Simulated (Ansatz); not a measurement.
## Na2S with an S vacancy: gradients before and after relaxing the atoms

Start: a supercell of Na2S (antifluorite type, Fm-3m) built from a structure deposited in the COD, with all atoms left at the host's positions.

```
Na S
1.0
     0.00000    6.54700    6.54700
     6.54700    0.00000    6.54700
     6.54700    6.54700    0.00000
Na S
16 7
Direct
  0.12500 0.12500 0.12500
  0.12500 0.12500 0.62500
  0.12500 0.62500 0.12500
  0.12500 0.62500 0.62500
  0.62500 0.12500 0.12500
  0.62500 0.12500 0.62500
  0.62500 0.62500 0.12500
  0.62500 0.62500 0.62500
  0.37500 0.37500 0.37500
  0.37500 0.37500 0.87500
  0.37500 0.87500 0.37500
  0.37500 0.87500 0.87500
  0.87500 0.37500 0.37500
  0.87500 0.37500 0.87500
  0.87500 0.87500 0.37500
  0.87500 0.87500 0.87500
  0.00000 0.00000 0.50000
  0.00000 0.50000 0.00000
  0.00000 0.50000 0.50000
  0.50000 0.00000 0.00000
  0.50000 0.00000 0.50000
  0.50000 0.50000 0.00000
  0.50000 0.50000 0.50000
```

Atom numbers follow the list; atoms alike are taken as one site, whose name carries the number of the first.

All values are calculated (Ansatz; DFT, PBE, plane waves and PAW, scalar-relativistic, 420 eV cutoff, Γ-centred 3×3×3 k-points, Fermi–Dirac smearing 0.01 eV, cell charge +2), not measured.

The largest force at the start is 0.87 eV/Å. Relaxing the ions at fixed cell moves them by 0.372 Å at most (atom 1, Na) and 0.228 Å rms. End positions:

```
CELL_PARAMETERS angstrom
0.00000 6.54700 6.54700
6.54700 0.00000 6.54700
6.54700 6.54700 0.00000
ATOMIC_POSITIONS crystal
Na 0.14140 0.14140 0.14140
Na 0.14140 0.14140 0.57580
Na 0.14140 0.57580 0.14140
Na 0.13897 0.62034 0.62034
Na 0.57580 0.14140 0.14140
Na 0.62034 0.13897 0.62034
Na 0.62034 0.62034 0.13897
Na 0.62034 0.62034 0.62034
Na 0.37966 0.37966 0.37966
Na 0.37966 0.37966 0.86103
Na 0.37966 0.86103 0.37966
Na 0.42420 0.85860 0.85860
Na 0.86103 0.37966 0.37966
Na 0.85860 0.42420 0.85860
Na 0.85860 0.85860 0.42420
Na 0.85860 0.85860 0.85860
S 0.00000 0.00000 0.50000
S 0.00000 0.50000 0.00000
S 0.00000 0.50000 0.50000
S 0.50000 0.00000 0.00000
S 0.50000 0.00000 0.50000
S 0.50000 0.50000 0.00000
S 0.50000 0.50000 0.50000
```

```tsv
site	atom	moved (Å)	first shell before	first shell after	V_zz before (10²¹ V/m²)	η before
Na1	1	0.372	3 S at 2.83 Å	3 S at 2.73 Å	1.75	0.00
Na4	4	0.106	4 S at 2.83 Å	4 S at 2.73–2.87 Å; also 6 Na at 3.14–3.15 Å	-0.12	0.00
S17	17	0.000	8 Na at 2.83 Å	8 Na at 2.73–2.87 Å	5.99	0.01
```

(1) How do the gradients change?

Answers

(1) 

| site | atom | V_zz after | η after | change of V_zz |
| --- | --- | --- | --- | --- |
| Na1 | 1 | 2.13 | 0.00 | +0.38 |
| Na4 | 4 | -0.34 | 0.00 | -0.22 |
| S17 | 17 | 1.10 | 1.00 | -4.89 |

The largest change of V_zz is on S17, from 5.99 to 1.10. In per cent, |V_zz| changes by -82 on S (all sites that start above 2). Where |V_zz| stays above 0.1, η moves most on S17, from 0.01 to 1.00. Sites without a gradient aren't listed. The electronic state changes along with the positions (a gap opens), so the changes aren't those of geometry alone.

The defect repeats with the cell of 23 atoms, so it feels its images: sites between two images don't show the values beside a lone defect, and zeros or small values of η there can come from the images' arrangement. A uniform background compensates the cell's charge.
Before: The run isn't spin-polarised, and a state with spin may lie lower. The defect cell has no gap above 0.1 eV on its mesh, so the values can hang on the smearing and the k-mesh. The neighbours have not yet relaxed around the defect (largest force 0.87 eV/Å), so a real crystal will differ.
